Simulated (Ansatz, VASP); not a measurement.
## One calculation of Pb, two programs

```
Pb
1.0
     5.88563    0.00000    0.00000
    -2.94282    5.09711    0.00000
     0.00000    0.00000    3.60815
Pb
3
Cartesian
  0.0000 0.0000 0.0000
  0.0000 3.3981 1.8041
  2.9428 1.6990 1.8041
```

Alike in both runs: task single point; functional PBE; k mesh 6 × 6 × 6; occupations gaussian, width 0.1 eV; no spin polarisation.

```csv
,VASP,Ansatz
version,VASP 6.6.1,Ansatz 0.2.0
potentials or method,"VASP PAW PBE potentials, release 64 (Pb_d)","scalar-relativistic, plane waves, PAW"
plane-wave cutoff (eV),520,420
valence electrons in the cell,42,42
```

|  | VASP | Ansatz | Ansatz less VASP |
| --- | --- | --- | --- |
| gap on the k mesh at the Fermi level (eV) | none | none | - |
| pressure (GPa) | -3.7 | -3.7 | +0.04 |
| largest component of the traceless stress (GPa) | 1.04 | 1.04 | +0.003 |

A gap of «none» marks a metal or a gap that the smearing closes.

Spin-orbit coupling is left out, which matters for the levels of Pb.
